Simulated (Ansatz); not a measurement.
SiC under changes of volume

One of the cells (10.313 Å³/atom); the others are scaled copies at fixed shape and fractional positions:

```
CELL_PARAMETERS angstrom
3.07569 0.00000 0.00000
-1.53785 2.66363 0.00000
0.00000 0.00000 10.07065
ATOMIC_POSITIONS crystal
Si 0.00000 0.00000 0.18789
Si 0.00000 0.00000 0.68789
Si 0.33333 0.66667 0.43784
Si 0.66667 0.33333 0.93784
C 0.00000 0.00000 0.00046
C 0.00000 0.00000 0.50046
C 0.33333 0.66667 0.24980
C 0.66667 0.33333 0.74980
```

The cell is a database's computed one.

| Item | Value |
| --- | --- |
| Program | Ansatz 0.2.0 |
| Functional | SVWN5 |
| Potentials or basis | Ansatz PAW |
| Cutoff | 420 eV (not typed: the program's choice for these potentials) |
| k mesh | 10 × 10 × 3 |
| Occupations | fermi-dirac, width 0.05 eV |
| Spin | no spin polarisation |

| volume (Å³/atom) | energy over the lowest point (meV/atom) | pressure (GPa) | gap on the mesh (eV) | largest force (eV/Å) |
| --- | --- | --- | --- | --- |
| 9.694 | 14.54 | 11.1 | 2.19 | 0.018 |
| 9.900 | 3.90 | 5.6 | 2.19 | 0.010 |
| 10.107 | 0.00 | 0.6 | 2.18 | 0.004 |
| 10.313 | 2.23 | -4.0 | 2.18 | 0.004 |
| 10.519 | ? | ? | ? | ? |
| 10.726 | 22.79 | -11.8 | 2.17 | 0.016 |
| 10.932 | 40.08 | -15.1 | 2.16 | 0.021 |

Problem. What does the run at 10.519 Å³/atom give?

Solution. Energy over the lowest point 9.99 meV/atom; pressure -8.0 GPa; gap on the mesh 2.17 eV; largest force 0.010 eV/Å.

Worked out: A Birch-Murnaghan fit of order 3 (a polynomial in V^(-2/3)) to the other rows has its minimum at 10.13 Å³/atom with B0 = V·E''(V) = 230 GPa and B' = 3.9 at fixed shape and positions, which overstates the stiffness. It gives 9.98 meV/atom at 10.519 Å³/atom, against the run's 9.99, and -dE/dV = -8.0 GPa, against -8.0. A straight line through the other rows of the gap, of slope -0.245 eV per unit of ln V, gives 2.17 eV, against the run's 2.17.

Energies are extrapolated to zero smearing.

Caveats: odd divisions of the mesh miss points on the zone boundary, where band edges often lie, so the gap on the mesh can be too wide; the PAW data sets come from PBE, with cores solved anew for the run's functional, which leaves a small shift of forces and pressure.

A mesh can miss the band edges.
